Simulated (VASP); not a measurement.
VASP 6.6.1 run: BaZrO3

INCAR

```
LASPH = .TRUE.
NBANDS = 28
GGA = PE
NELM = 120
PREC = Accurate
IBRION = -1
LCHARG = .FALSE.
ENCUT = 520
LREAL = .FALSE.
ISIF = 2
EDIFF = 1E-7
LWAVE = .FALSE.
ALGO = VeryFast
SIGMA = 0.02
ISMEAR = -1
NSW = 0
```

KPOINTS

```
KPOINTS created by Atomic Simulation Environment
0
Gamma
6 6 6
0 0 0
```

POSCAR

```
Ba Zr O
 1.0000000000000000
     4.2053549142000000    0.0000000000000000    0.0000000000000000
     0.0000000000000000    4.2053549142000000    0.0000000000000000
     0.0000000000000000    0.0000000000000000    4.0371407175999998
 Ba  Zr  O
   1   1   3
Cartesian
  0.0000000000000000  0.0000000000000000  0.0000000000000000
  2.1026774571000000  2.1026774571000000  2.0185703587999995
  2.1026774571000000  2.1026774571000000  0.0000000000000000
  2.1026774571000000  0.0000000000000000  2.0185703587999995
  0.0000000000000000  2.1026774571000000  2.0185703587999995
```

The recommended PBE PAW datasets give the neutral cell 40 valence electrons.

Command

```
mpirun -np 1 vasp_std
```

Q: Predict the outcome of this run.

A: It converged. Results: gap between bands v and c on the k mesh 3.10 eV; least direct gap on the k mesh 3.23 eV; pressure 11.2 GPa. Band v is the last that the valence electrons fill when counted band by band, and c is the next.

OSZICAR

```
N       E                     dE             d eps       ncg     rms          rms(c)
RMM:   1     0.492436433620E+03    0.49244E+03   -0.16686E+04  1120   0.119E+03
RMM:   2     0.102552893624E+03   -0.38988E+03   -0.44501E+03  1120   0.309E+02
RMM:   3     0.833457444006E+01   -0.94218E+02   -0.11312E+03  1120   0.153E+02
RMM:   4    -0.297885578353E+02   -0.38123E+02   -0.28093E+02  1120   0.861E+01
RMM:   5    -0.421747712407E+02   -0.12386E+02   -0.94965E+01  1120   0.459E+01
RMM:   6    -0.457331401245E+02   -0.35584E+01   -0.32685E+01  1120   0.265E+01
RMM:   7    -0.470906466799E+02   -0.13575E+01   -0.13251E+01  1120   0.170E+01
RMM:   8    -0.477553827158E+02   -0.66474E+00   -0.66493E+00  1120   0.121E+01
RMM:   9    -0.487073476962E+02   -0.95196E+00   -0.96021E+00  4123   0.905E+00
RMM:  10    -0.489469594739E+02   -0.23961E+00   -0.22597E+00  4442   0.374E+00
...
RMM:  59    -0.415033169728E+02   -0.20697E-06   -0.22537E-06  1859   0.160E-03    0.294E-03
RMM:  60    -0.415033171443E+02   -0.17155E-06   -0.19283E-06  1610   0.141E-03    0.293E-03
RMM:  61    -0.415033173003E+02   -0.15598E-06   -0.17634E-06  1625   0.139E-03    0.292E-03
RMM:  62    -0.415033174382E+02   -0.13792E-06   -0.15539E-06  1610   0.134E-03    0.292E-03
RMM:  63    -0.415033175483E+02   -0.11015E-06   -0.13799E-06  1941   0.154E-03    0.295E-03
RMM:  64    -0.415033176663E+02   -0.11791E-06   -0.12058E-06  1793   0.146E-03    0.275E-03
RMM:  65    -0.415033178179E+02   -0.15165E-06   -0.11069E-06  2227   0.234E-03    0.184E-03
RMM:  66    -0.415033179830E+02   -0.16507E-06   -0.10217E-06  2308   0.266E-03    0.897E-04
RMM:  67    -0.415033180734E+02   -0.90412E-07   -0.74540E-07  1926   0.162E-03
   1 F= -.41503318E+02 E0= -.41503318E+02  d E =-.108650E-10
```

For comparison, a separate PBE run of the intended cell, on usual settings and not on those above, gives a gap of 3.10 eV on its mesh and a pressure of 11.2 GPa.
